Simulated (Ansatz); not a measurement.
Results of r²SCAN+rVV10 (Ansatz, an electronic-structure program, plane waves, PAW) for spinel MgAl₂O₄.

Numerical settings: plane-wave cutoff 560 eV, 8×8×8 k mesh, Fermi–Dirac smearing 0.01 eV, scalar-relativistic PAW data made under PBE.

On both sides of the equilibrium volume: at 9.196 Å³/atom the pressure is 4.29 GPa and the direct gap at Γ 6.406 eV; at 9.572 Å³/atom they are -3.86 GPa and 6.005 eV. The fitted bulk modulus is 203 GPa.

Work out the volume deformation potential of this gap and its pressure coefficient, in two ways.

a_V = dE_g/d ln V = (6.005 − 6.406)/ln(9.572/9.196) = -10.01 eV. Since dP = −B d ln V, dE_g/dP = −a_V/B = 49 meV/GPa. Straight from the pressures: (6.406 − 6.005)/(4.29 − (-3.86)) = 49 meV/GPa. At this level and over this range the gap at Γ widens under pressure.

Note: the bulk modulus comes from volumes at which shape and atoms were relaxed.
